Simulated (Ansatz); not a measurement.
# TiSe2: the cost of one run

Method: DFT PBE, scalar-relativistic, plane waves, PAW, unless a step names another level, in Ansatz 0.2.0.

## 1. The system as given

It takes space group P-3m1 (No. 164, trigonal). Conventional cell: a = 3.540 Å, b = 3.540 Å, c = 6.738 Å, α = 90.00°, β = 90.00°, γ = 120.00°. Ti (site symmetry -3m) is surrounded by 6 Se at 2.56 Å. Around Se (site symmetry 3m) lie 3 Ti at 2.56 Å.

Coordinates:

```xyz
3
Lattice="3.5397 0.0000 0.0000 -1.7699 3.0655 0.0000 0.0000 0.0000 6.7377" Properties=species:S:1:pos:R:3 pbc="T T T"
Ti    0.0000    0.0000    0.0000
Se    0.0000    2.0437    1.5489
Se    1.7699    1.0218    5.1888
```

The cell was relaxed beforehand at this level, from a generated guess; it is a trial structure. At a tolerance of 0.05 Å it has space group P-3m1 (No. 164); it has 24.37 Å³/atom, an uncorrected energy of -1.13 eV/atom over the elements.

## 2. Static run: bands, density of states and charges

Input file input.yaml:

```yaml
crystal:
  lattice:
    - [3.539731234, 0.0, 0.0]
    - [-1.769865617, 3.0654971712, 0.0]
    - [0.0, 0.0, 6.7376827076]
  atoms:
    - { symbol: Ti, position: [0.0, 0.0, 0.0] }
    - { symbol: Se, position: [0.3333333333, 0.6666666667, 0.2298900154] }
    - { symbol: Se, position: [0.6666666667, 0.3333333333, 0.7701099846] }
basis:
  ecutwfc: 420
kpoints:
  mp_grid: { grid: [18, 18, 8] }
  band_path:
    path:
      - [[0.0, 0.0, 0.0], [0.5, 0.0, 0.0], [0.33333333, 0.33333333, 0.0], [0.0, 0.0, 0.0], [0.0, 0.0, 0.5], [0.5, 0.0, 0.5], [0.33333333, 0.33333333, 0.5], [0.0, 0.0, 0.5]]
      - [[0.5, 0.0, 0.5], [0.5, 0.0, 0.0]]
      - [[0.33333333, 0.33333333, 0.5], [0.33333333, 0.33333333, 0.0]]
    npoints: 14
hamiltonian:
  xc: pbe
scf:
  occupations: { method: gaussian, width: 0.1 }
  n_extra_bands: 7
output:
  forces: true
  stress: true
  eigenvalues: true
  populations: true
  dos: { projected: true, de: 0.02, nscf_kmesh: { grid: [22, 22, 10] } }
  bader: true
  write_density: true
  write_potential: true
  elf: true
  volumetric_format: npy
```

Command:

```console
$ ansatz run input.yaml --threads 1 --pin off --max-ram 2560MiB --backend cpu --events-out ev --progress --plain --runs-dir out
```

**Question.** How long does this run take on 1 thread of Arm Neoverse N1, shared host, and how much memory does it need?

About 2.5 min, with a peak of 0.85 GiB.
